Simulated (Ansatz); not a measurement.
BN, DFT, PBE, PAW with Ansatz's default frozen-core files, scalar-relativistic (Ansatz 0.2.0), run on 1 thread of Intel(R) Xeon(R) 6975P-C (Granite Rapids) on a shared host.

The cell is COD entry 9008997, as deposited and not checked against the literature; nothing was relaxed. The listed cell was then made from it by scaling, straining or moving an atom.

Command: `ansatz run input.yaml --threads 1 --pin off --max-ram 4096MiB --backend cpu --events-out ev --progress --plain --runs-dir out`

```yaml
crystal:
  lattice:
    - [2.5039917043, -0.0125199585, -0.0125199585]
    - [-1.2628384543, 2.1747804061, -0.0045826229]
    - [-0.033306, -0.033306, 6.6612]
  atoms:
    - { symbol: B, position: [0.3333333333, 0.6666666667, 0.25] }
    - { symbol: B, position: [0.6666666667, 0.3333333333, 0.75] }
    - { symbol: "N", position: [0.3333333333, 0.6666666667, 0.75] }
    - { symbol: "N", position: [0.6666666667, 0.3333333333, 0.25] }
kpoints:
  mp_grid: { grid: [11, 11, 4] }
scf:
  occupations: { method: fermi_dirac, width: 0.02 }
hamiltonian:
  xc: pbe
  pseudopotentials: { kind: paw }
output:
  forces: true
  stress: true
  eigenvalues: true
  efg: { contact_densities: true }
```

Problem. How large is the problem that the program sets up?

Solution. 243 irreducible k-points, 697 plane waves at Γ, 12 bands.

Problem. Estimate the wall time and the peak memory.

Solution. 5 s of wall time for 6 SCF iterations, with a peak of 0.4 GiB. Times on shared machines scatter by tens of per cent.

Problem. And the same cell and mesh by all-electron PAW (datasets made for this crystal), asked for forces, stress, eigenvalues, efg, on the same hardware?

Solution. 31 s, peak memory 1 GiB.
